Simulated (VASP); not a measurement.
Write the native input for VASP 6.6.1 that does the following.

| Item | Value |
| --- | --- |
| Task | band structure |
| Functional | PBEsol |
| Potentials or basis | VASP PAW PBE potentials, release 64 (Si) |
| Cutoff | 520 eV |
| k mesh | 10 × 10 × 10 |
| Occupations | gaussian, width 0.03 eV |
| Spin | no spin polarisation |
| Further INCAR settings | ALGO = Fast; EDIFF = 1e-07; NBANDS = 11 |

The structure of Si lies in POSCAR:

```
Si                                      
1.0
    0.0000000000      2.7178477094      2.7178477094
    2.7178477094      0.0000000000      2.7178477094
    2.7178477094      2.7178477094      0.0000000000
  Si            
     2
Direct
     0.7500000000000000    0.7500000000000000    0.7500000000000000
     0.5000000000000000    0.5000000000000000    0.5000000000000000
```

The input as run:

INCAR

```
SYSTEM = Si
ALGO = Fast
EDIFF = 1E-7
ENCUT = 520
GGA = PS
ICORELEVEL = 1
ISIF = 2
ISMEAR = 0
LASPH = .True.
LCHARG = .False.
LREAL = .False.
LWAVE = .False.
NBANDS = 11
NELM = 80
PREC = Accurate
SIGMA = 0.03
```

KPOINTS

```
k-points
0
Gamma
  10 10 10
  0 0 0
```

KPOINTS_OPT

```
explicit points
159
Reciprocal
 0.0000000000  0.0000000000  0.0000000000 1
 0.0357142857  0.0000000000  0.0357142857 1
 0.0714285714  0.0000000000  0.0714285714 1
 0.1071428571  0.0000000000  0.1071428571 1
 0.1428571429  0.0000000000  0.1428571429 1
 0.1785714286  0.0000000000  0.1785714286 1
[... 151 lines left out ...]
 0.4250000000  0.0000000000  0.4250000000 1
 0.4500000000  0.0000000000  0.4500000000 1
```

Potentials or basis: VASP PAW PBE potentials, release 64 (Si).

Run with:

```sh
$ cat potpaw_PBE.64/Si/POTCAR > POTCAR
$ mpirun -np 1 vasp_std > vasp.out
```

It gave:

* Pressure: 0.0 GPa
* Band gap on the k mesh: 0.47 eV, indirect (least direct gap 2.52 eV)
* Band gap along the path: 0.46 eV, indirect (least direct gap 2.52 eV)

Caveat: the PAW data sets were made with another functional, which shifts forces and pressure a little.

It took 52 s on 1 thread of Intel(R) Xeon(R) Platinum 8259CL CPU @ 2.50GHz (Skylake/Cascade Lake), on a shared host, peak memory 0.18 GiB.
